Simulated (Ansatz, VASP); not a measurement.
**Two plane-wave programs on CoO**

INCAR

```
SYSTEM = CoO
PREC = Accurate
ENCUT = 520
EDIFF = 1E-7
ISMEAR = 0
SIGMA = 0.1
LREAL = .FALSE.
LASPH = .TRUE.
NELM = 150
ALGO = Normal
ISIF = 2
LWAVE = .FALSE.
LCHARG = .TRUE.
ISPIN = 2
MAGMOM = -3 3 0 0
LORBIT = 11
LMAXMIX = 4
GGA = PE
LELF = .TRUE.
LVHAR = .TRUE.
NBANDS = 27
```

KPOINTS

```
Automatic mesh
0
G
  6 6 4
  0 0 0
```

POSCAR

```
CoO
1.0
    3.1976457435      0.0000000000      0.0000000000
   -1.5988228718      2.7692424462      0.0000000000
    0.0000000000      0.0000000000      5.2287097100
Co O
2 2
Direct
    0.0000000000      0.0000000000      0.0034741400
    0.3333333300      0.6666666700      0.5033624100
    0.0000000000      0.0000000000      0.3716088500
    0.3333333300      0.6666666700      0.8715556000
```

Input for Ansatz:

```yaml
crystal:
  lattice:
    - [3.1976457435, 0.0, 0.0]
    - [-1.5988228718, 2.7692424462, 0.0]
    - [0.0, 0.0, 5.22870971]
  atoms:
    - { symbol: Co, position: [0.0, 0.0, 0.00347414], spin: -3.0 }
    - { symbol: Co, position: [0.33333333, 0.66666667, 0.50336241], spin: 3.0 }
    - { symbol: O, position: [0.0, 0.0, 0.37160885] }
    - { symbol: O, position: [0.33333333, 0.66666667, 0.8715556] }
basis:
  ecutwfc: 420
kpoints:
  mp_grid: { grid: [6, 6, 4] }
hamiltonian:
  xc: pbe
scf:
  occupations: { method: gaussian, width: 0.1 }
  lower_state_search: "off"
output:
  forces: true
  stress: true
  eigenvalues: true
  populations: true
magnetization:
  spin_polarized: true
```

Measurements of this composition are mostly on another form, of space group No. 225.

Alike in both runs: task single point; functional PBE; k mesh 6 × 6 × 4; occupations gaussian, width 0.1 eV; collinear spin.

|  | VASP | Ansatz |
| --- | --- | --- |
| version | VASP 6.6.1 | Ansatz 0.2.0 |
| potentials or method | VASP PAW PBE potentials, release 64 (Co, O) | scalar-relativistic, plane waves, PAW |
| plane-wave cutoff (eV) | 520 | 420 |
| valence electrons in the cell | 30 | 46 |

Ansatz gave:

- gap on the k mesh at the Fermi level (eV): 0.12
- least direct gap on the mesh (eV): 0.23
- pressure (GPa): -0.5
- largest component of the traceless stress (GPa): 0.38
- rms of the force components (eV/Å): 0.103
- net moment per atom (μB): 0.00
- size of the moment on the site where the two differ most (μB): 2.14

Which values does VASP return?

gap on the k mesh at the Fermi level (eV): 0.13; least direct gap on the mesh (eV): 0.24; pressure (GPa): -0.5; largest component of the traceless stress (GPa): 0.35; rms of the force components (eV/Å): 0.102; net moment per atom (μB): 0.00; size of the moment on the site where the two differ most (μB): 2.30.

Site moments also hang on the region over which each program counts them. Atom by atom the forces differ by 0.001 eV/Å (rms over components). The two sets of potentials don't hold the same shells in valence.
